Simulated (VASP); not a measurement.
# MgO (Fm-3m) in VASP: band structure with PBE

Aim: the band structure of MgO with PBE.

Everything below comes from runs of VASP 6.6.1. Logs are shortened: lines on timing, memory, paths and dates and some standing lists are left out, and cuts for length are marked.

## (1) Starting point

Symmetry: Fm-3m, No. 225, cubic system. The conventional cell has a = 4.288 Å, b = 4.288 Å, c = 4.288 Å, α = 90.00°, β = 90.00°, γ = 90.00°. Around Mg (site symmetry m-3m) lie 6 O at 2.14 Å. O (site symmetry m-3m) is surrounded by 6 Mg at 2.14 Å.

## (2) Band structure, PBE

Contents of INCAR:

```
PREC = Accurate
ENCUT = 520
EDIFF = 1E-7
ISMEAR = 0
SIGMA = 0.02
LREAL = False
LASPH = True
NELM = 60
ALGO = Normal
ISIF = 2
LWAVE = False
LCHARG = False
GGA = PE
NBANDS = 11
```

Contents of KPOINTS:

```
Automatic mesh
0
Gamma
  2 2 2
```

Contents of POSCAR:

```
MgO                                     
1.0
    0.0000000000      2.1438615388      2.1438615388
    2.1438615388      0.0000000000      2.1438615388
    2.1438615388      2.1438615388      0.0000000000
  Mg              O             
     1     1
Direct
     0.0000000000000000    0.0000000000000000    0.0000000000000000
     0.5000000000000000    0.5000000000000000    0.5000000000000000
```

Contents of KPOINTS_OPT:

```
path GXWKGLUWLK,UX
15
line-mode
reciprocal
 0.0000000000  0.0000000000  0.0000000000  G
 0.5000000000  0.0000000000  0.5000000000  X

 0.5000000000  0.0000000000  0.5000000000  X
 0.5000000000  0.2500000000  0.7500000000  W

 0.5000000000  0.2500000000  0.7500000000  W
 0.3750000000  0.3750000000  0.7500000000  K

 0.3750000000  0.3750000000  0.7500000000  K
 0.0000000000  0.0000000000  0.0000000000  G

 0.0000000000  0.0000000000  0.0000000000  G
 0.5000000000  0.5000000000  0.5000000000  L

 0.5000000000  0.5000000000  0.5000000000  L
 0.6250000000  0.2500000000  0.6250000000  U

 0.6250000000  0.2500000000  0.6250000000  U
 0.5000000000  0.2500000000  0.7500000000  W

 0.5000000000  0.2500000000  0.7500000000  W
 0.5000000000  0.5000000000  0.5000000000  L

 0.5000000000  0.5000000000  0.5000000000  L
 0.3750000000  0.3750000000  0.7500000000  K

 0.6250000000  0.2500000000  0.6250000000  U
 0.5000000000  0.0000000000  0.5000000000  X
```

Potentials or basis: VASP PAW PBE potentials, release 64 (Mg, O).

Launch:

```
$ cat potpaw_PBE.64/Mg/POTCAR potpaw_PBE.64/O/POTCAR > POTCAR
$ mpirun -np 1 vasp_std > vasp.out
```

OUTCAR:

```text
PREC = Accurate
   ENCUT = 520
   EDIFF = 1E-7
   ISMEAR = 0
   LREAL = False
   LASPH = True
   NELM = 60
   ISIF = 2
   GGA = PE

 ion  position               nearest neighbor table
   1  0.000  0.000  0.000-   2 2.14   2 2.14   2 2.14   2 2.14   2 2.14   2 2.14
   2  0.500  0.500  0.500-   1 2.14   1 2.14   1 2.14   1 2.14   1 2.14   1 2.14

  LATTYP: Found a face centered cubic cell.
 ALAT       =     4.2877230776

  Lattice vectors:

 A1 = (   0.0000000000,   2.1438615388,   2.1438615388)
 A2 = (   2.1438615388,   0.0000000000,   2.1438615388)
 A3 = (   2.1438615388,   2.1438615388,   0.0000000000)

Analysis of symmetry for initial positions (statically):
=====================================================================
 Subroutine PRICEL returns:
 Original cell was already a primitive cell.

 Routine SETGRP: Setting up the symmetry group for a
 face centered cubic supercell.

 Subroutine GETGRP returns: Found 48 space group operations
 (whereof 48 operations were pure point group operations)
 out of a pool of 48 trial point group operations.

The static configuration has the point symmetry O_h .

Analysis of symmetry for dynamics (positions and initial velocities):
=====================================================================
 Subroutine PRICEL returns:
 Original cell was already a primitive cell.

 Routine SETGRP: Setting up the symmetry group for a
 face centered cubic supercell.

 Subroutine GETGRP returns: Found 48 space group operations
 (whereof 48 operations were pure point group operations)
 out of a pool of 48 trial point group operations.

The dynamic configuration has the point symmetry O_h .

 Subroutine INISYM returns: Found 48 space group operations
 (whereof 48 operations are pure point group operations),
 and found     1 'primitive' translations

----------------------------------------------------------------------------------------

                                     Primitive cell

  volume of cell :      19.7070

  direct lattice vectors                    reciprocal lattice vectors
     0.000000000  2.143861539  2.143861539    -0.233224017  0.233224017  0.233224017
     2.143861539  0.000000000  2.143861539     0.233224017 -0.233224017  0.233224017
     2.143861539  2.143861539  0.000000000     0.233224017  0.233224017 -0.233224017

  length of vectors
     3.031878064  3.031878064  3.031878064     0.403955847  0.403955847  0.403955847

  position of ions in fractional coordinates (direct lattice)
     0.000000000  0.000000000  0.000000000
     0.500000000  0.500000000  0.500000000

  ion indices of the primitive-cell ions
[... 65 lines left out ...]
   NUPDOWN=      -1.0000    fix difference up-down
   EMIN   =  10.00;   EMAX   =-10.00  energy-range for DOS
   EFERMI =   0.00;   METHOD = LEGACY
   ISMEAR =     0;   SIGMA  =   0.02  broadening in eV -4-tet -1-fermi 0-gaus
   EFERMI_NEDOS =   21; number of points for ismear=-14 and -15
   IALGO  =     38    algorithm
   IMIX   =      4    mixing-type and parameters
     AMIX     =   0.40;   BMIX     =  1.00
     AMIX_MAG =   1.60;   BMIX_MAG =  1.00
  volume/ion in A,a.u.               =       9.85        66.49
  Fermi-wavevector in a.u.,A,eV,Ry     =   1.212173  2.290676 19.991917  1.469364
  Thomas-Fermi vector in A             =   2.347666
   LORBIT       =      0    0 simple, 1 ext, 2 COOP (PROOUT), +10 PAW based schemes
   GGA     = PE    functional components
   LHFCALC =     F    Hartree Fock is set to
   AEXX    =    0.0000 exact exchange contribution
   IVDW    =     0    specifies the selected vdW correction
   LEPSILON=     F    determine dielectric tensor
   LRPA    =     F    only Hartree local field effects (RPA)
 non-spin polarized calculation
 Gauss-broadening in eV      SIGMA  =   0.02
  energy-cutoff  :      520.00
  volume of cell :       19.71
 maximum number of plane-waves:       544
 NGX is ok and might be reduce to    24
   NGX = 11   NGY = 11   NGZ = 11

 number of electron       8.0000000 magnetization

 Free energy of the ion-electron system (eV)
  ---------------------------------------------------
  ext. energy  EPLUGINS =         0.00000000
  ---------------------------------------------------
  free energy    TOTEN  =       -11.05929995 eV

  energy without entropy =      -11.05929995  energy(sigma->0) =      -11.05929995

 E-fermi :   3.4178     XC(G=0): -10.7214

 val. band max:        3.2957371441   @ k =   0.0000   0.0000   0.0000
 cond. band min:       7.2605675501   @ k =   0.0000   0.0000   0.0000
 fundamental gap:      3.9648304060
 Fermi energy:         3.4178413453

 k-point     1 :       0.0000    0.0000    0.0000
  band No.  band energies     occupation
      1     -13.7612      2.00000
      2       3.2957      2.00000
      3       3.2957      2.00000
      4       3.2957      2.00000
      5       7.2606      0.00000
      6      18.3773      0.00000
      7      18.3773      0.00000
      8      18.3773      0.00000
      9      22.2467      0.00000
     10      23.8412      0.00000
     11      23.8412      0.00000
[... 15 lines left out ...]
 k-point     3 :       0.5000    0.5000    0.0000
  band No.  band energies     occupation
      1     -12.3030      2.00000
      2      -0.7482      2.00000
      3       1.9541      2.00000
      4       1.9541      2.00000
      5      11.9701      0.00000
      6      12.2582      0.00000
      7      15.7309      0.00000
      8      21.1831      0.00000
      9      21.1831      0.00000
     10      27.2052      0.00000
     11      28.9817      0.00000

------------------------ aborting loop because EDIFF is reached ----------------------------------------

  FORCE on cell =-STRESS in cart. coord.  units (eV):
  Direction    XX          YY          ZZ          XY          YZ          ZX
  --------------------------------------------------------------------------------------
  -------------------------------------------------------------------------------------
  Total       -0.0018113     -0.0018113     -0.0018113      0.0000000     -0.0000000      0.0000000
  in kB       -0.1472563     -0.1472563     -0.1472563      0.0000000     -0.0000000      0.0000000
  external PRESSURE =      -0.1472563 kB  Pullay stress =       0.0000000 kB

 VOLUME and BASIS-vectors are now :
 -----------------------------------------------------------------------------
  energy-cutoff  :      520.00
  volume of cell :       19.71
      direct lattice vectors                 reciprocal lattice vectors
     0.000000000  2.143861539  2.143861539    -0.233224017  0.233224017  0.233224017
     2.143861539  0.000000000  2.143861539     0.233224017 -0.233224017  0.233224017
     2.143861539  2.143861539  0.000000000     0.233224017  0.233224017 -0.233224017

 POSITION                                       TOTAL-FORCE (eV/Angst)
 -----------------------------------------------------------------------------------
      0.00000      0.00000      0.00000        -0.000000     -0.000000      0.000000
      2.14386      2.14386      2.14386         0.000000      0.000000      0.000000
 -----------------------------------------------------------------------------------
    total drift:                               -0.000000     -0.000000      0.000000

  FREE ENERGIE OF THE ION-ELECTRON SYSTEM (eV)
  ---------------------------------------------------
  free  energy   TOTEN  =       -11.0592999528 eV

  energy  without entropy=      -11.0592999528  energy(sigma->0) =      -11.05929995
```

OSZICAR:

```text
N       E                     dE             d eps       ncg     rms          rms(c)
DAV:   1     0.176812044959E+02    0.17681E+02   -0.42319E+03    66   0.626E+02
DAV:   2    -0.124278978887E+02   -0.30109E+02   -0.29506E+02    72   0.146E+02
DAV:   3    -0.130399759961E+02   -0.61208E+00   -0.61182E+00    84   0.187E+01
DAV:   4    -0.130414524805E+02   -0.14765E-02   -0.14765E-02    66   0.106E+00
DAV:   5    -0.130414575592E+02   -0.50787E-05   -0.50787E-05    75   0.631E-02    0.790E+00
DAV:   6    -0.110696526343E+02    0.19718E+01   -0.88072E+00    66   0.178E+01    0.238E+00
DAV:   7    -0.110591648761E+02    0.10488E-01   -0.63490E-02    66   0.213E+00    0.154E+00
DAV:   8    -0.110595231777E+02   -0.35830E-03   -0.38634E-02    66   0.214E+00    0.231E-01
DAV:   9    -0.110591701089E+02    0.35307E-03   -0.64830E-04    66   0.186E-01    0.134E-01
DAV:  10    -0.110593013165E+02   -0.13121E-03   -0.72665E-04    66   0.203E-01    0.176E-02
[... 316 further cycles ...]
DAV:   4    -0.554044979065E+02   -0.60246E-02       72
DAV:   5    -0.554045244395E+02   -0.26533E-04       78
DAV:   6    -0.554045245773E+02   -0.13781E-06       75
DAV:   7    -0.554045245777E+02   -0.43703E-09       59
       N       E                     dE             ncg
DAV:   1     0.202428909277E+02   -0.14064E+04       82
DAV:   2    -0.534267243851E+02   -0.73670E+02       75
DAV:   3    -0.549129969310E+02   -0.14863E+01       84
DAV:   4    -0.549167039114E+02   -0.37070E-02       72
DAV:   5    -0.549167199034E+02   -0.15992E-04       78
DAV:   6    -0.549167199856E+02   -0.82220E-07       75
```

stdout:

```text
POSCAR found type information on POSCAR MgO
 POSCAR found :  2 types and       2 ions
 scaLAPACK will be used
 LDA part: xc-table for (Slater+PW92), standard interpolation
 POSCAR, INCAR and KPOINTS ok, starting setup
 FFT: planning ... GRIDC
 FFT: planning ... GRID_SOFT
 FFT: planning ... GRID
 WAVECAR not read
 entering main loop
 Start KPOINTS_OPT (optional k-point list driver)
k-point batch [1-3\150]
k-point batch [4-6\150]
k-point batch [7-9\150]
k-point batch [10-12\150]
k-point batch [13-15\150]
k-point batch [16-18\150]
[... 42 lines left out ...]
k-point batch [145-147\150]
k-point batch [148-150\150]
```

Run time: 19 s. Hardware: 1 thread of AMD EPYC 7R13 (Zen 3), shared host; peak memory 0.1 GiB.

Results:

```
Free energy             : -11.0593 eV
Pressure                : 0.0 GPa
Band gap on the k mesh  : 3.96 eV, direct
Band gap along the path : 3.96 eV, direct
```

Levels at the corners of the path, in eV from the valence-band top:
| point | band 2 | band 3 | band 4 | band 5 | band 6 | band 7 |
| --- | --- | --- | --- | --- | --- | --- |
| Γ | 0.00 | 0.00 | 0.00 | 3.96 | 15.08 | 15.08 |
| X | -4.04 | -1.34 | -1.34 | 8.67 | 8.96 | 12.44 |
| X | -4.04 | -1.34 | -1.34 | 8.67 | 8.96 | 12.44 |
| W | -2.93 | -2.93 | -1.77 | 11.08 | 11.08 | 11.17 |
| W | -2.93 | -2.93 | -1.77 | 11.08 | 11.08 | 11.17 |
| K | -3.46 | -2.70 | -1.13 | 9.47 | 10.86 | 11.91 |
| K | -3.46 | -2.70 | -1.13 | 9.47 | 10.86 | 11.91 |
| Γ | 0.00 | 0.00 | 0.00 | 3.96 | 15.08 | 15.08 |
| Γ | 0.00 | 0.00 | 0.00 | 3.96 | 15.08 | 15.08 |
| L | -4.59 | -0.62 | -0.62 | 7.24 | 11.90 | 15.32 |
| L | -4.59 | -0.62 | -0.62 | 7.24 | 11.90 | 15.32 |
| U | -3.46 | -2.70 | -1.13 | 9.47 | 10.86 | 11.91 |
| U | -3.46 | -2.70 | -1.13 | 9.47 | 10.86 | 11.91 |
| W | -2.93 | -2.93 | -1.77 | 11.08 | 11.08 | 11.17 |
| W | -2.93 | -2.93 | -1.77 | 11.08 | 11.08 | 11.17 |
| L | -4.59 | -0.62 | -0.62 | 7.24 | 11.90 | 15.32 |
| L | -4.59 | -0.62 | -0.62 | 7.24 | 11.90 | 15.32 |
| K | -3.46 | -2.70 | -1.13 | 9.47 | 10.86 | 11.91 |
| U | -3.46 | -2.70 | -1.13 | 9.47 | 10.86 | 11.91 |
| X | -4.04 | -1.34 | -1.34 | 8.67 | 8.96 | 12.44 |

Caveat: the k mesh is coarse (spacing up to 1.27 Å⁻¹), so the values aren't converged. As with any semilocal functional, this PBE gap is likely too small.
